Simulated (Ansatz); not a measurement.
# Ga2O3 (Ga2O3 at 52 GPa): the cost of one run

Program: Ansatz 0.2.0. Level of theory: DFT, PBE, plane-wave PAW, default files, scalar-relativistic, as far as a step names no other. These are calculated values, not measurements.

### Step 1. Starting point

Symmetry: Pbcn, No. 60, orthorhombic system. The conventional cell has a = 6.942 Å, b = 4.732 Å, c = 4.855 Å, α = 90.00°, β = 90.00°, γ = 90.00°. Around Ga (site symmetry 1) lie 6 O at 1.84 to 2.02 Å. O (site symmetry 1) is surrounded by 4 Ga at 1.85 to 2.02 Å. Around O (site symmetry 2) lie 4 Ga at 1.84 to 1.94 Å.

Structure file:

```
CELL_PARAMETERS angstrom
6.94200 0.00000 0.00000
0.00000 4.73200 0.00000
0.00000 0.00000 4.85500
ATOMIC_POSITIONS crystal
Ga 0.11724 0.75407 0.03473
Ga 0.61724 0.74593 0.96527
Ga 0.88276 0.75407 0.46527
Ga 0.38276 0.74593 0.53473
Ga 0.88276 0.24593 0.96527
Ga 0.38276 0.25407 0.03473
Ga 0.11724 0.24593 0.53473
Ga 0.61724 0.25407 0.46527
O 0.84730 0.60820 0.10338
O 0.34730 0.89180 0.89662
O 0.15270 0.60820 0.39662
O 0.65270 0.89180 0.60338
O 0.15270 0.39180 0.89662
O 0.65270 0.10820 0.10338
O 0.84730 0.39180 0.60338
O 0.34730 0.10820 0.39662
O 0.00000 0.05376 0.25000
O 0.50000 0.44624 0.75000
O 0.00000 0.94624 0.75000
O 0.50000 0.55376 0.25000
```

The earlier run gave: gap on the mesh 4.33 eV, largest force 0.019 eV/Å, pressure 65.3 GPa.

Site by site (atoms counted from 1):

| site | atoms | first shell | V_zz (10²¹ V/m²) | η | C_Q (MHz) |
| --- | --- | --- | --- | --- | --- |
| Ga | 1, 2, 3, 4, … | 6 O at 1.84–2.02 Å | 4.10 | 0.72 | 10.6 (⁷¹Ga) |
| O9 | 9, 10, 11, 12, … | 4 Ga at 1.85–2.02 Å; also 4 Ga at 2.91–3.29 Å | -4.99 | 0.24 | 3.09 (¹⁷O) |
| O17 | 17, 18, 19, 20 | 4 Ga at 1.84–1.94 Å; also 4 Ga at 3.01–3.33 Å | -2.45 | 0.14 | 1.51 (¹⁷O) |

C_Q = eQV_zz/h, which is 24.18 MHz for Q = 1 b and V_zz = 10²¹ V/m²; η = (V_xx − V_yy)/V_zz. Nuclear quadrupole moments: year-2017 set (Pyykkö).

### Step 2. A check on settings: basis.ecutwfc = 600 eV

File input.yaml:

```yaml
crystal:
  lattice:
    - [6.942, 0.0, 0.0]
    - [0.0, 4.732, 0.0]
    - [0.0, 0.0, 4.855]
  atoms:
    - { symbol: Ga, position: [0.1172431422, 0.7540731967, 0.0347316265] }
    - { symbol: Ga, position: [0.6172431422, 0.7459268033, 0.9652683735] }
    - { symbol: Ga, position: [0.8827568578, 0.7540731967, 0.4652683735] }
    - { symbol: Ga, position: [0.3827568578, 0.7459268033, 0.5347316265] }
    - { symbol: Ga, position: [0.8827568578, 0.2459268033, 0.9652683735] }
    - { symbol: Ga, position: [0.3827568578, 0.2540731967, 0.0347316265] }
    - { symbol: Ga, position: [0.1172431422, 0.2459268033, 0.5347316265] }
    - { symbol: Ga, position: [0.6172431422, 0.2540731967, 0.4652683735] }
    - { symbol: O, position: [0.8472982105, 0.6081997762, 0.1033779228] }
    - { symbol: O, position: [0.3472982105, 0.8918002238, 0.8966220772] }
    - { symbol: O, position: [0.1527017895, 0.6081997762, 0.3966220772] }
    - { symbol: O, position: [0.6527017895, 0.8918002238, 0.6033779228] }
    - { symbol: O, position: [0.1527017895, 0.3918002238, 0.8966220772] }
    - { symbol: O, position: [0.6527017895, 0.1081997762, 0.1033779228] }
    - { symbol: O, position: [0.8472982105, 0.3918002238, 0.6033779228] }
    - { symbol: O, position: [0.3472982105, 0.1081997762, 0.3966220772] }
    - { symbol: O, position: [0.0, 0.0537551376, 0.25] }
    - { symbol: O, position: [0.5, 0.4462448624, 0.75] }
    - { symbol: O, position: [0.0, 0.9462448624, 0.75] }
    - { symbol: O, position: [0.5, 0.5537551376, 0.25] }
kpoints:
  mp_grid: { grid: [3, 5, 5] }
scf:
  occupations: { method: fermi_dirac, width: 0.02 }
hamiltonian:
  xc: pbe
  pseudopotentials: { kind: paw }
output:
  forces: true
  stress: true
  populations: true
  efg:
    quadrupole_moments_barn: { Ga: 0.107, O: -0.02558 }
    contact_densities: true
  write_density: true
  write_potential: true
  elf: true
  volumetric_format: npy
basis:
  ecutwfc: "600 eV"
```

Command:

```
ansatz run input.yaml --threads 1 --pin off --max-ram 3072MiB --backend cpu --events-out ev --progress --plain --runs-dir out
```

What time and memory should one allow on 1 thread of Arm Neoverse V2, shared host?

About 51 s, with a peak of 0.75 GiB.
